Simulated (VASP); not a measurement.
# Rb (Cmcm) in VASP: single point with PBE+D3(BJ)

Aim: the single point of Rb with PBE+D3(BJ).

Everything below comes from runs of VASP 6.6.1. Logs are shortened: lines on timing, memory, paths and dates and some standing lists are left out, and cuts for length are marked.

**1. The crystal as given**

Symmetry: Cmcm, No. 63, orthorhombic system. Conventional cell: a = 5.076 Å, b = 8.889 Å, c = 8.448 Å, α = 90.00°, β = 90.00°, γ = 90.00°.

This isn't the form of Rb at room conditions, which is bcc.

**2. Single point, PBE+D3(BJ)**

Input file INCAR:

```
SYSTEM = Rb
PREC = Accurate
ENCUT = 520
EDIFF = 1E-6
ISMEAR = 0
SIGMA = 0.1
LREAL = .FALSE.
LASPH = .TRUE.
NELM = 100
ALGO = Fast
ISIF = 2
LWAVE = .FALSE.
LCHARG = .FALSE.
GGA = PE
IVDW = 12
NBANDS = 16
```

Input file KPOINTS:

```
regular mesh
0
G
  4 4 2
  0 0 0
```

Input file POSCAR:

```
Rb
1.0
    2.5381762600     -4.4447189800      0.0000000000
    2.5381762600      4.4447189800      0.0000000000
    0.0000000000      0.0000000000      8.4480028000
Rb
2
Direct
    0.8397112600      0.1602887400      0.7500000000
    0.1602887400      0.8397112600      0.2500000000
```

Potentials or basis: VASP PAW PBE potentials, release 64 (Rb_sv).

Command:

```sh
cat potpaw_PBE.64/Rb_sv/POTCAR > POTCAR
mpirun -np 1 vasp_std > vasp.out
```

OUTCAR:

```text
SYSTEM = Rb
   PREC = Accurate
   ENCUT = 520
   EDIFF = 1E-6
   ISMEAR = 0
   LREAL = .FALSE.
   LASPH = .TRUE.
   NELM = 100
   ISIF = 2
   GGA = PE
   IVDW = 12
 IVDW          = 12

 ion  position               nearest neighbor table
   1  0.840  0.160  0.750-   2 5.10   2 5.10   2 5.18   2 5.18   2 5.18   2 5.18
   2  0.160  0.840  0.250-   1 5.10   1 5.10   1 5.18   1 5.18   1 5.18   1 5.18

  LATTYP: Found a base centered orthorhombic cell.
 ALAT       =     5.0763525200
 B/A-ratio  =     1.7511466993
 C/A-ratio  =     1.6641875769

  Lattice vectors:

 A1 = (   2.5381762600,  -4.4447189800,   0.0000000000)
 A2 = (   2.5381762600,   4.4447189800,   0.0000000000)
 A3 = (   0.0000000000,   0.0000000000,   8.4480028000)

Analysis of symmetry for initial positions (statically):
=====================================================================
 Subroutine PRICEL returns:
 Original cell was already a primitive cell.

 Routine SETGRP: Setting up the symmetry group for a
 base centered orthorhombic supercell.

 Subroutine GETGRP returns: Found  8 space group operations
 (whereof  4 operations were pure point group operations)
 out of a pool of  8 trial point group operations.

The static configuration has the point symmetry C_2h.
 The point group associated with its full space group is D_2h.

Analysis of symmetry for dynamics (positions and initial velocities):
=====================================================================
 Subroutine PRICEL returns:
 Original cell was already a primitive cell.

 Routine SETGRP: Setting up the symmetry group for a
 base centered orthorhombic supercell.

 Subroutine GETGRP returns: Found  8 space group operations
 (whereof  4 operations were pure point group operations)
 out of a pool of  8 trial point group operations.

The dynamic configuration has the point symmetry C_2h.
 The point group associated with its full space group is D_2h.

 Subroutine INISYM returns: Found  8 space group operations
 (whereof  4 operations are pure point group operations),
 and found     1 'primitive' translations

----------------------------------------------------------------------------------------

                                     Primitive cell

  volume of cell :     190.6120

  direct lattice vectors                    reciprocal lattice vectors
     2.538176260 -4.444718980  0.000000000     0.196991835 -0.112493051  0.000000000
     2.538176260  4.444718980  0.000000000     0.196991835  0.112493051  0.000000000
     0.000000000  0.000000000  8.448002800     0.000000000  0.000000000  0.118371173

  length of vectors
     5.118385052  5.118385052  8.448002800     0.226849002  0.226849002  0.118371173

  position of ions in fractional coordinates (direct lattice)
     0.839711260  0.160288740  0.750000000
     0.160288740  0.839711260  0.250000000

  ion indices of the primitive-cell ions
   primitive index   ion index
                 1           1
                 2           2

----------------------------------------------------------------------------------------

 KPOINTS: regular mesh

Automatic generation of k-mesh.
 Grid dimensions read from file:
 generate k-points for:    4    4    2

 Generating k-lattice:

  Cartesian coordinates                     Fractional coordinates (reciprocal lattice)
     0.049247959 -0.028123263  0.000000000     0.250000000  0.000000000  0.000000000
     0.049247959  0.028123263  0.000000000     0.000000000  0.250000000  0.000000000
     0.000000000  0.000000000  0.059185586     0.000000000  0.000000000  0.500000000

  Length of vectors
     0.056712251  0.056712251  0.059185586

  Shift w.r.t. Gamma in fractional coordinates (k-lattice)
     0.000000000  0.000000000  0.000000000

 Subroutine IBZKPT returns following result:
 ===========================================

 Found     14 irreducible k-points:

 Following reciprocal coordinates:
            Coordinates               Weight
  0.000000  0.000000  0.000000      1.000000
  0.250000 -0.000000  0.000000      4.000000
  0.500000 -0.000000  0.000000      2.000000
  0.250000  0.250000  0.000000      2.000000
  0.500000  0.250000  0.000000      4.000000
 -0.250000  0.250000  0.000000      2.000000
  0.500000  0.500000  0.000000      1.000000
  0.000000  0.000000  0.500000      1.000000
  0.250000 -0.000000  0.500000      4.000000
  0.500000 -0.000000  0.500000      2.000000
  0.250000  0.250000  0.500000      2.000000
  0.500000  0.250000  0.500000      4.000000
 -0.250000  0.250000  0.500000      2.000000
  0.500000  0.500000  0.500000      1.000000
   k-points           NKPTS =     14   k-points in BZ     NKDIM =     14   number of bands    NBANDS=     16
   number of dos      NEDOS =    301   number of ions     NIONS =      2
   total plane-waves  NPLWV = 102400
   dimension x,y,z NGX =    40 NGY =   40 NGZ =   64
   dimension x,y,z NGXF=    80 NGYF=   80 NGZF=  128
   ions per type =               2
   NGX,Y,Z   is equivalent  to a cutoff of  12.99, 12.99, 12.59 a.u.
   NGXF,Y,Z  is equivalent  to a cutoff of  25.98, 25.98, 25.19 a.u.
 SYSTEM =  Rb
   PREC   = accura    normal or accurate (medium, high low for compatibility)
   ISTART =      0    job   : 0-new  1-cont  2-samecut
   ICHARG =      2    charge: 1-file 2-atom 10-const
   ISPIN  =      1    spin polarized calculation?
   LNONCOLLINEAR =      F non collinear calculations
   LSORBIT =      F    spin-orbit coupling
   LASPH  =      T    aspherical Exc in radial PAW
   ENCUT  =  520.0 eV  38.22 Ry    6.18 a.u.   9.52  9.52 15.71*2*pi/ulx,y,z
   NELM   =    100;   NELMIN=  2; NELMDL= -5     # of ELM steps
   EDIFF  = 0.1E-05   stopping-criterion for ELM
   LREAL  =      F    real-space projection
   EDIFFG = 0.1E-04   stopping-criterion for IOM
   NSW    =      0    number of steps for IOM
   IBRION =     -1    ionic relax: 0-MD 1-quasi-New 2-CG
   NFREE  =      0    steps in history (QN), initial steepest desc. (CG)
   ISIF   =      2    stress and relaxation
   ISYM   =      2    0-nonsym 1-usesym 2-fastsym
   POTIM  = 0.5000    time-step for ionic-motion
   TEBEG  =    0.0;   TEEND  =   0.0 temperature during run
   PSTRESS=    0.0 pullay stress
   NELECT =      18.0000    total number of electrons
   NUPDOWN=      -1.0000    fix difference up-down
   EMIN   =  10.00;   EMAX   =-10.00  energy-range for DOS
   EFERMI =   0.00;   METHOD = LEGACY
   ISMEAR =     0;   SIGMA  =   0.10  broadening in eV -4-tet -1-fermi 0-gaus
   EFERMI_NEDOS =   21; number of points for ismear=-14 and -15
   IALGO  =     68    algorithm
   IMIX   =      4    mixing-type and parameters
     AMIX     =   0.40;   BMIX     =  1.00
     AMIX_MAG =   1.60;   BMIX_MAG =  1.00
  volume/ion in A,a.u.               =      95.31       643.16
  Fermi-wavevector in a.u.,A,eV,Ry     =   0.745502  1.408795  7.561759  0.555774
  Thomas-Fermi vector in A             =   1.841104
   LORBIT       =      0    0 simple, 1 ext, 2 COOP (PROOUT), +10 PAW based schemes
   GGA     = PE    functional components
   LHFCALC =     F    Hartree Fock is set to
   AEXX    =    0.0000 exact exchange contribution
   IVDW    =    12    specifies the selected vdW correction
   LEPSILON=     F    determine dielectric tensor
   LRPA    =     F    only Hartree local field effects (RPA)
 non-spin polarized calculation
 RMM-DIIS sequential band-by-band and
 Gauss-broadening in eV      SIGMA  =   0.10
  energy-cutoff  :      520.00
  volume of cell :      190.61
 maximum number of plane-waves:      5203
 NGX is ok and might be reduce to    40
   NGX = 19   NGY = 19   NGZ = 31

 number of electron      18.0000000 magnetization

 Free energy of the ion-electron system (eV)
  ---------------------------------------------------
  ext. energy  EPLUGINS =         0.00000000
  ---------------------------------------------------
  free energy    TOTEN  =        -1.85688344 eV

  energy without entropy =       -1.84205626  energy(sigma->0) =       -1.84946985

 E-fermi :   0.0600     XC(G=0):  -5.3514

 val. band max:        0.0149644676   @ k =   0.0000   0.0000   0.0000
 cond. band min:       0.1348809289   @ k =   0.5000   0.2500   0.5000
 fundamental gap:      0.1199164613
 Fermi energy:         0.0600239773

 k-point     1 :       0.0000    0.0000    0.0000
  band No.  band energies     occupation
      1     -29.0011      2.00000
      2     -28.9983      2.00000
      3     -13.1260      2.00000
      4     -13.0601      2.00000
      5     -13.0578      2.00000
      6     -13.0491      2.00000
[... 8 lines left out ...]
     15       3.7477      0.00000
     16       3.7488      0.00000

 k-point     2 :       0.2500   -0.0000    0.0000
  band No.  band energies     occupation
      1     -28.9996      2.00000
      2     -28.9975      2.00000
      3     -13.1120      2.00000
      4     -13.0910      2.00000
      5     -13.0812      2.00000
      6     -13.0692      2.00000
[... 8 lines left out ...]
     15       3.6237      0.00000
     16       3.7103      0.00000

 k-point     3 :       0.5000   -0.0000    0.0000
  band No.  band energies     occupation
      1     -28.9980      2.00000
      2     -28.9970      2.00000
      3     -13.1240      2.00000
      4     -13.1120      2.00000
      5     -13.0929      2.00000
      6     -13.0784      2.00000
[... 8 lines left out ...]
     15       3.2784      0.00000
     16       4.1938      0.00000

 k-point     4 :       0.2500    0.2500    0.0000
  band No.  band energies     occupation
      1     -28.9980      2.00000
      2     -28.9970      2.00000
      3     -13.1112      2.00000
      4     -13.1059      2.00000
      5     -13.0930      2.00000
      6     -13.0848      2.00000
[... 8 lines left out ...]
     15       2.4905      0.00000
     16       3.4556      0.00000

 k-point     5 :       0.5000    0.2500    0.0000
  band No.  band energies     occupation
      1     -28.9980      2.00000
      2     -28.9971      2.00000
      3     -13.1085      2.00000
      4     -13.1039      2.00000
      5     -13.0909      2.00000
      6     -13.0852      2.00000
[... 8 lines left out ...]
     15       2.5030      0.00000
     16       3.3445      0.00000

 k-point     6 :      -0.2500    0.2500    0.0000
  band No.  band energies     occupation
      1     -28.9997      2.00000
      2     -28.9976      2.00000
      3     -13.1112      2.00000
      4     -13.0908      2.00000
      5     -13.0803      2.00000
      6     -13.0673      2.00000
[... 8 lines left out ...]
     15       3.6910      0.00000
     16       3.7967      0.00000

 k-point     7 :       0.5000    0.5000    0.0000
  band No.  band energies     occupation
      1     -28.9979      2.00000
      2     -28.9973      2.00000
      3     -13.1219      2.00000
      4     -13.1110      2.00000
      5     -13.0879      2.00000
      6     -13.0762      2.00000
[... 8 lines left out ...]
     15       3.3455      0.00000
     16       4.0824      0.00000

 k-point     8 :       0.0000    0.0000    0.5000
  band No.  band energies     occupation
      1     -28.9997      2.00000
      2     -28.9997      2.00000
      3     -13.0877      2.00000
      4     -13.0877      2.00000
      5     -13.0541      2.00000
      6     -13.0541      2.00000
[... 8 lines left out ...]
     15       3.4363      0.00000
     16       3.4363      0.00000

 k-point     9 :       0.2500   -0.0000    0.5000
  band No.  band energies     occupation
      1     -28.9986      2.00000
      2     -28.9986      2.00000
      3     -13.0992      2.00000
      4     -13.0992      2.00000
      5     -13.0702      2.00000
      6     -13.0702      2.00000
[... 8 lines left out ...]
     15       3.6204      0.00000
     16       3.6208      0.00000

 k-point    10 :       0.5000   -0.0000    0.5000
  band No.  band energies     occupation
      1     -28.9975      2.00000
      2     -28.9975      2.00000
      3     -13.1262      2.00000
      4     -13.1262      2.00000
      5     -13.0719      2.00000
      6     -13.0719      2.00000
[... 8 lines left out ...]
     15       3.6640      0.00000
     16       3.6645      0.00000

 k-point    11 :       0.2500    0.2500    0.5000
  band No.  band energies     occupation
      1     -28.9975      2.00000
      2     -28.9975      2.00000
      3     -13.1154      2.00000
      4     -13.1154      2.00000
      5     -13.0864      2.00000
      6     -13.0864      2.00000
[... 8 lines left out ...]
     15       3.3718      0.00000
     16       3.3718      0.00000

 k-point    12 :       0.5000    0.2500    0.5000
  band No.  band energies     occupation
      1     -28.9976      2.00000
      2     -28.9976      2.00000
      3     -13.1149      2.00000
      4     -13.1149      2.00000
      5     -13.0853      2.00000
      6     -13.0853      2.00000
[... 8 lines left out ...]
     15       3.3987      0.00000
     16       3.3987      0.00000

 k-point    13 :      -0.2500    0.2500    0.5000
  band No.  band energies     occupation
      1     -28.9987      2.00000
      2     -28.9987      2.00000
      3     -13.1002      2.00000
      4     -13.1002      2.00000
      5     -13.0686      2.00000
      6     -13.0686      2.00000
[... 8 lines left out ...]
     15       3.6643      0.00000
     16       3.6645      0.00000

 k-point    14 :       0.5000    0.5000    0.5000
  band No.  band energies     occupation
      1     -28.9976      2.00000
      2     -28.9976      2.00000
      3     -13.1264      2.00000
      4     -13.1264      2.00000
      5     -13.0689      2.00000
      6     -13.0689      2.00000
[... 8 lines left out ...]
     15       3.7282      0.00000
     16       3.7282      0.00000

------------------------ aborting loop because EDIFF is reached ----------------------------------------

 Edisp (eV)   -0.19368

 E8    (eV) :    -0.1112

  FORCE on cell =-STRESS in cart. coord.  units (eV):
  Direction    XX          YY          ZZ          XY          YZ          ZX
  --------------------------------------------------------------------------------------
  -------------------------------------------------------------------------------------
  Total      -0.18560    -0.16371    -0.58560     0.00000     0.00000     0.00000
  in kB      -1.56003    -1.37605    -4.92226     0.00000     0.00000     0.00000
  external pressure =       -2.62 kB  Pullay stress =        0.00 kB

 VOLUME and BASIS-vectors are now :
 -----------------------------------------------------------------------------
  energy-cutoff  :      520.00
  volume of cell :      190.61
      direct lattice vectors                 reciprocal lattice vectors
     2.538176260 -4.444718980  0.000000000     0.196991835 -0.112493051  0.000000000
     2.538176260  4.444718980  0.000000000     0.196991835  0.112493051  0.000000000
     0.000000000  0.000000000  8.448002800     0.000000000  0.000000000  0.118371173

 POSITION                                       TOTAL-FORCE (eV/Angst)
 -----------------------------------------------------------------------------------
      2.53818     -3.01984      6.33600         0.000000      0.004769      0.000000
      2.53818      3.01984      2.11200         0.000000     -0.004769      0.000000
 -----------------------------------------------------------------------------------
    total drift:                               -0.000000     -0.000000     -0.000000

  FREE ENERGIE OF THE ION-ELECTRON SYSTEM (eV)
  ---------------------------------------------------
  free  energy   TOTEN  =        -2.0505669617 eV

  energy  without entropy=       -2.0357397867  energy(sigma->0) =       -2.04315337
```

It took 70 s on 1 thread of Intel Xeon Platinum 8488C (Sapphire Rapids), shared host; peak memory 0.3 GiB.

Results:

```
Free energy                : -2.0506 eV
Pressure                   : -0.3 GPa
Largest force              : 0.005 eV/Å
Band gap on the k mesh     : none (metal or under the smearing width)
Dispersion energy per atom : -0.097 eV
```

Forces in eV/Å, atoms in the order of the input:
```
Rb   0.000  0.005  0.000
Rb   0.000 -0.005  0.000
```

Levels at points of the mesh, in eV from the Fermi level:
```csv
k point,band 5,band 6,band 7,band 8,band 9,band 10,band 11,band 12,band 13,band 14
"(0.00, 0.00, 0.00)",-13.12,-13.11,-13.11,-13.11,-2.06,-0.05,0.45,3.25,3.30,3.37
"(0.50, 0.00, 0.00)",-13.15,-13.14,-13.12,-13.12,-0.09,0.19,1.15,1.40,1.89,2.25
"(0.50, 0.50, 0.00)",-13.15,-13.14,-13.13,-13.12,-0.10,0.14,1.19,1.44,1.77,2.19
"(0.00, 0.00, 0.50)",-13.11,-13.11,-13.11,-13.11,-1.43,-1.43,2.09,2.09,3.33,3.33
"(0.50, 0.00, 0.50)",-13.13,-13.13,-13.13,-13.13,0.29,0.29,0.74,0.74,2.36,2.36
"(0.50, 0.50, 0.50)",-13.13,-13.13,-13.13,-13.13,0.25,0.25,0.72,0.72,2.34,2.34
```

Caveat: the k mesh is coarse (spacing up to 0.37 Å⁻¹), so the values aren't converged; pairwise dispersion overbinds metals, which lowers pressure and volume.
